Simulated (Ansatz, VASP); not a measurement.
**GaP: programs and potentials compared**

The starting cell:

```
Ga P
1.0
     0.00000    2.72525    2.72525
     2.72525    0.00000    2.72525
     2.72525    2.72525    0.00000
Ga P
1 1
Cartesian
  0.0000 0.0000 0.0000
  4.0879 4.0879 4.0879
```

Alike in all runs: task relaxation of cell and atoms; functional PBEsol; dispersion D3(BJ); k mesh 8 × 8 × 8; occupations fermi-dirac, width 0.05 eV; no spin polarisation; no spin-orbit coupling.

```tsv
program and potentials	plane-wave cutoff (eV)	notes	equilibrium volume (Å³/atom)
Ansatz, Ansatz PAW	420	potentials made for PBE, which Ansatz adapts in part	19.59
VASP, PBE PAW files Ga_d, P, 600 eV	600	potentials made for PBE	19.57
Ansatz, all-electron LAPW, scalar-relativistic	-	-	19.58
```

The equilibrium volume spans 19.57 (VASP, PBE PAW files Ga_d, P, 600 eV) to 19.59 Å³/atom (Ansatz, Ansatz PAW), with all-electron results at 19.58. Relaxations stop with a little pressure left, so the last digit of a volume isn't settled.

Differences between rows come from potentials, basis sets and numerical settings, since the functional is the same but for its coding. Runs on potential files found faulty are left out.
